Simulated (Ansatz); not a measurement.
WS₂: from a first guess to the relaxed CdI2 type

First guess:

```
CELL_PARAMETERS angstrom
3.44122 0.00000 0.00000
-1.72061 2.98019 0.00000
0.00000 0.00000 5.50596
ATOMIC_POSITIONS crystal
W 0.00000 0.00000 0.00000
S 0.33333 0.66667 0.25000
S 0.66667 0.33333 0.75000
```

Level of theory: DFT, PBE, PAW with Ansatz's default frozen-core files, scalar-relativistic (Ansatz 0.2.0).

Cell and atoms relax within the symmetry of the start on a 11×11×6 k mesh with 0.05 eV Fermi–Dirac smearing.

The start is built from a prototype, known or not as a phase of this compound; the cutoff is 420 eV.

Spin–orbit coupling is left out, though it moves levels of the heavy atoms by tenths of an eV or more.

Question: What is the pressure of the first guess?

Answer: 0.88 GPa.

Question: What does it relax to?

Answer: a = 3.211 Å, b = 3.211 Å, c = 7.071 Å, α = 90.00°, β = 90.00°, γ = 120.00° (conventional cell), 21.05 Å³ per atom:
```xyz
3
Lattice="3.2110 0.0000 0.0000 -1.6055 2.7808 0.0000 0.0000 0.0000 7.0708" Properties=species:S:1:pos:R:3 pbc="T T T"
W     0.0000    0.0000    0.0000
S     0.0000    1.8539    1.5769
S     1.6055    0.9269    5.4940
```

Question: How much energy does the relaxation release?

Answer: 124 meV/atom.
